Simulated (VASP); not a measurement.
Input of a VASP 6.6.1 run:

The input INCAR:

```
SYSTEM = CdO
PREC = Accurate ; ENCUT = 520
EDIFF = 1E-7 ; ISMEAR = 0
SIGMA = 0.03 ; LREAL = .False.
LASPH = .True. ; NELM = 80
ALGO = Normal ; ISIF = 2
LWAVE = .False. ; LCHARG = .False.
GGA = PS ; NBANDS = 16
ICORELEVEL = 1
```

The input KPOINTS:

```
regular mesh
0
Gamma
  12 12 12
  0 0 0
```

File POSCAR:

```
CdO                                     
1.0
    0.0000000000      2.3523961160      2.3523961160
    2.3523961160      0.0000000000      2.3523961160
    2.3523961160      2.3523961160      0.0000000000
  Cd              O             
     1     1
Direct
     0.0000000000000000    0.0000000000000000    0.0000000000000000
     0.5000000000000000    0.5000000000000000    0.5000000000000000
```

KPOINTS_OPT

```
explicit points
159
Reciprocal
 0.0000000000  0.0000000000  0.0000000000 1
 0.0357142857  0.0000000000  0.0357142857 1
 0.0714285714  0.0000000000  0.0714285714 1
 0.1071428571  0.0000000000  0.1071428571 1
 0.1428571429  0.0000000000  0.1428571429 1
 0.1785714286  0.0000000000  0.1785714286 1
[... 151 lines left out ...]
 0.4250000000  0.0000000000  0.4250000000 1
 0.4500000000  0.0000000000  0.4500000000 1
```

Potentials or basis: VASP PAW PBE potentials, release 64 (Cd, O).

Launch:

```console
$ cat potpaw_PBE.64/Cd/POTCAR potpaw_PBE.64/O/POTCAR > POTCAR
$ mpirun -np 1 vasp_std > vasp.out
```

(1) What does it give for the band gap along the path?

(2) What does it give for the pressure?

Results:

(1) none (metal or under the smearing width).

(2) 0.2 GPa.

Caveat: the PAW data sets were made with another functional, which shifts forces and pressure a little; this crystal is a semiconductor, whose small gap the functional closes, so the metal is an error of the method.
